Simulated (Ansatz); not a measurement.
A (111) slab of TiC (Fm-3m (No. 225)), 10 planes, outer planes Ti (top) and C (bottom), with 10 atoms (Ti5C5) in a surface cell of A = 7.982 Å², as cut from the bulk:

```yaml
crystal:
  lattice:
    - [3.03587, 0.00000, 0.00000]
    - [-1.51794, 2.62914, 0.00000]
    - [0.00000, 0.00000, 26.15450]
  atoms:
    - { symbol: C, position: [0.33333, 0.66667, 0.28676] }
    - { symbol: Ti, position: [0.66667, 0.33333, 0.33414] }
    - { symbol: C, position: [0.00000, 0.00000, 0.38153] }
    - { symbol: Ti, position: [0.33333, 0.66667, 0.42892] }
    - { symbol: C, position: [0.66667, 0.33333, 0.47631] }
    - { symbol: Ti, position: [0.00000, 0.00000, 0.52369] }
    - { symbol: C, position: [0.33333, 0.66667, 0.57108] }
    - { symbol: Ti, position: [0.66667, 0.33333, 0.61847] }
    - { symbol: C, position: [0.00000, 0.00000, 0.66586] }
    - { symbol: Ti, position: [0.33333, 0.66667, 0.71324] }
```

Method: Ansatz 0.2.0, DFT PBEsol, scalar-relativistic, plane waves, PAW. Cutoff 420 eV; k points 12×12×1 on the computed 10-atom cell (Γ-centred); Gaussian smearing, width 0.10 eV; no spin polarisation. A dipole correction removes the field between periodic images along c.

Against the same 10 atoms in the bulk, the slab as cut lies 6.263 eV higher and the relaxed slab 5.977 eV higher.

Q: Work out the surface energy before and after relaxation.

A: The slab has two faces, so γ = (E_slab − N·E_bulk)/(2A), the mean of both. As cut: 6.263/(2 × 7.982) = 0.3923 eV/Å², and 1 eV/Å² = 16.02 J/m², so γ = 6.28 J/m². Relaxed: 5.977/(2 × 7.982) = 0.3744 eV/Å² = 6.00 J/m². Relaxation recovers 5 % of the cost of cutting.

Q: What is the ideal work of this cut, per area?

A: Griffith's ideal work is 2γ: 12.57 J/m² if the new faces stay rigid, 12.00 J/m² if they relax. One thickness was run, 10 planes, so γ can still shift with it.